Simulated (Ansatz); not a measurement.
KI and the effect of the functional

The structure is cubic, space group Fm-3m (No. 225). Conventional cell: a = 7.066 Å, b = 7.066 Å, c = 7.066 Å, α = 90.00°, β = 90.00°, γ = 90.00°. I (site symmetry m-3m) is surrounded by 6 K at 3.53 Å. K (site symmetry m-3m) has 6 I at 3.53 Å as nearest neighbours.

Kept alike: task projected density of states; k mesh 4 × 4 × 4; occupations fermi-dirac, width 0.05 eV; no spin polarisation. Program: Ansatz, Ansatz PAW. Cutoffs run from 420 to 500 eV. The mesh is that of the run's cell of 2 atoms. No spin-orbit coupling.

| functional | band gap (eV) | pressure (GPa) |
| --- | --- | --- |
| BLYP | 3.996 | 1.33 |
| HSE06 | 4.966 | 0.40 |
| LDA | 3.605 | -1.31 |
| PBE | 3.967 | 0.59 |
| PBEsol | 3.818 | -0.28 |
| RPBE | 4.278 | 1.75 |
| r2SCAN | 4.610 | 0.15 |
| r2SCAN0 | 5.990 | 0.07 |
| revPBE | 4.228 | 1.54 |

Pressure is positive in compression, with a Pulay correction for the finite cutoff. Spin-orbit coupling, left out here, moves the band edges of heavy atoms and can close or invert small gaps. A gap read on the mesh alone can miss an edge between its points. All rows use potentials made for PBE.

The band gap runs from 3.605 (LDA) to 5.990 eV (r2SCAN0). From PBE: BLYP +0.029; HSE06 +0.999; LDA -0.362; PBEsol -0.149; RPBE +0.311; r2SCAN +0.643; r2SCAN0 +2.023; revPBE +0.261. Measured: 6.32 eV (a printed reference work); nearest r2SCAN0, 0.330 eV off. Semilocal gaps fall short of quasiparticle gaps. The pressure runs from -1.31 (LDA) to 1.75 GPa (RPBE). From PBE: BLYP +0.74; HSE06 -0.19; LDA -1.90; PBEsol -0.87; RPBE +1.16; r2SCAN -0.44; r2SCAN0 -0.52; revPBE +0.95. A positive pressure means that the functional's own cell is larger than the one given, a negative one that it is smaller.
